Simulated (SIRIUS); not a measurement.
GaAs under changes of volume

One of the cells (22.590 Å³/atom); the others are scaled copies at fixed shape and fractional positions:

```
CELL_PARAMETERS angstrom
0.00000 2.82685 2.82685
2.82685 0.00000 2.82685
2.82685 2.82685 0.00000
ATOMIC_POSITIONS crystal
As 0.75000 0.75000 0.75000
Ga 0.00000 0.00000 0.00000
```

* Program: SIRIUS 7.12.0
* Functional: WC
* Potentials or basis: all-electron FP-LAPW
* Cutoff: 193 eV
* Basis: apw+lo standard
* k mesh: 8 × 8 × 8
* Occupations: fermi-dirac, width 0.05 eV
* Spin: no spin polarisation

```tsv
volume (Å³/atom)	energy over the lowest point (meV/atom)	gap on the mesh (eV)
21.234	21.49	0.86
21.686	9.74	0.70
22.138	2.93	0.54
22.590	0.00	0.39
23.041	1.06	0.24
23.493	?	?
23.945	14.36	none
```

Task: What does the run at 23.493 Å³/atom give?

Result: Energy over the lowest point 6.22 meV/atom; gap on the mesh 0.10 eV.

Worked out: A Birch-Murnaghan fit of order 3 (a polynomial in V^(-2/3)) to the other rows has its minimum at 22.68 Å³/atom with B0 = V·E''(V) = 70 GPa (rough, since the energies scatter). It gives 5.99 meV/atom at 23.493 Å³/atom, against the run's 6.22.

Energies are extrapolated to zero smearing.

Spin-orbit coupling on As, Ga is left out.

A gap of «none» marks a metal or a gap under the smearing width.
